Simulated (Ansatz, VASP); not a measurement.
## One calculation of KF, two programs

Contents of INCAR:

```
SYSTEM = KF
PREC     = Accurate       ! precision mode
ENCUT    = 520            ! plane-wave cutoff, eV
EDIFF    = 1E-6           ! SCF threshold, eV
ISMEAR   = 0              ! smearing method
SIGMA    = 0.05           ! smearing width, eV
LREAL    = .FALSE.        ! projectors in reciprocal space
LASPH    = .TRUE.         ! aspherical terms in the spheres
NELM     = 100            ! most SCF steps
ALGO     = Normal         ! electronic algorithm
ISIF     = 2              ! what is computed and relaxed
LWAVE    = .FALSE.        ! write WAVECAR
LCHARG   = .FALSE.        ! write CHGCAR
GGA      = PE             ! functional
NBANDS   = 15             ! bands
```

The input KPOINTS:

```
Automatic mesh
0
G
  8 8 8
  0 0 0
```

Contents of POSCAR:

```
KF
1.0
    0.0000000000      2.8071750000      2.6735000000
    2.8071750000      0.0000000000      2.6735000000
    2.8071750000      2.8071750000      0.0000000000
K F
1 1
Direct
    0.0000000000      0.0000000000      0.0000000000
    0.5000000000      0.5000000000      0.5000000000
```

Input for Ansatz:

```yaml
crystal:
  lattice:
    - [0.0, 2.807175, 2.6735]
    - [2.807175, 0.0, 2.6735]
    - [2.807175, 2.807175, 0.0]
  atoms:
    - { symbol: K, position: [0.0, 0.0, 0.0] }
    - { symbol: F, position: [0.5, 0.5, 0.5] }
basis:
  ecutwfc: 420
kpoints:
  mp_grid: { grid: [8, 8, 8] }
hamiltonian:
  xc: pbe
scf:
  occupations: { method: gaussian, width: 0.05 }
output:
  forces: true
  stress: true
  eigenvalues: true
```

Change from the starting cell: strain +0.050 along x and y, +0.000 along z, atoms carried along.

Alike in both runs: task single point; functional PBE; k mesh 8 × 8 × 8; occupations gaussian, width 0.05 eV; no spin polarisation.

```csv
,VASP,Ansatz
version,VASP 6.6.1,Ansatz 0.2.0
potentials or method,"VASP PAW PBE potentials, release 64 (K_sv, F)","scalar-relativistic, plane waves, PAW"
plane-wave cutoff (eV),520,420
valence electrons in the cell,16,16
```

Ansatz gave:

| Quantity | Value |
| --- | --- |
| gap on the k mesh at the Fermi level (eV) | 5.65 |
| least direct gap on the mesh (eV) | 5.65 |
| pressure (GPa) | -1.3 |
| largest component of the traceless stress (GPa) | 1.14 |

**Question.** Which values does VASP return?

**Answer.** gap on the k mesh at the Fermi level (eV): 5.63; least direct gap on the mesh (eV): 5.63; pressure (GPa): -1.3; largest component of the traceless stress (GPa): 1.19.

The functional is the same, so the differences come from potentials, cutoffs and numerics.

A k mesh can miss the band edges.
